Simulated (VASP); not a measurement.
The system is HfO2.

```
Hf O
1.0
     3.55802    0.00000    0.00000
     0.00000    3.55802    0.00000
     0.00000    0.00000    5.17186
Hf O
2 4
Direct
  0.00000 0.00000 0.00000
  0.50000 0.50000 0.50000
  0.00000 0.50000 0.19721
  0.50000 0.00000 0.30279
  0.50000 0.00000 0.80279
  0.00000 0.50000 0.69721
```

Measurements of this composition are mostly on another form, of space group No. 14.

- Program: VASP 6.6.1
- Task: relaxation of cell and atoms
- Functional: PBE
- Potentials or basis: VASP PAW PBE potentials, release 64 (Hf_pv, O)
- Cutoff: 600 eV
- k mesh: 8 × 8 × 4
- Occupations: gaussian, width 0.02 eV
- Spin: no spin polarisation

At the start: pressure 6.3 GPa; volume 10.91 Å³/atom.

Task: How do energy, volume and symmetry change on relaxing?

Result: Over 12 steps the energy falls by 5.3 meV/atom and the volume is 11.22 Å³/atom (+2.8 %); space group P4_2/nmc (No. 137, to 0.05 Å).

The path:
| step | energy change (eV) | largest force (eV/Å) | pressure (GPa) | volume (Å³) |
| --- | --- | --- | --- | --- |
| 1 | 0.0000 | 0.0978 | 6.28 | 65.47 |
| 2 | 0.0421 | 0.2390 | -8.56 | 69.61 |
| 3 | -0.0305 | 0.0430 | 0.00 | 67.06 |
| 4 | -0.0305 | 0.0402 | 0.10 | 67.03 |
| 5 | -0.0309 | 0.0357 | 0.09 | 67.06 |
| 6 | -0.0312 | 0.0299 | 0.08 | 67.11 |
| 7 | -0.0315 | 0.0166 | 0.06 | 67.21 |
| 8 | -0.0317 | 0.0074 | -0.07 | 67.27 |
| 9 | -0.0318 | 0.0032 | -0.04 | 67.28 |
| 10 | -0.0318 | 0.0032 | -0.13 | 67.32 |
| 11 | -0.0318 | 0.0029 | -0.09 | 67.30 |
| 12 | -0.0318 | 0.0007 | -0.07 | 67.30 |

Final structure:
```
Hf O
1.0
     3.58802    0.00000    0.00000
     0.00000    3.58802    0.00000
     0.00000    0.00000    5.22767
Hf O
2 4
Cartesian
  0.0000 0.0000 0.0000
  1.7940 1.7940 2.6138
  0.0000 1.7940 1.0194
  1.7940 0.0000 1.5944
  1.7940 0.0000 4.2083
  0.0000 1.7940 3.6332
```
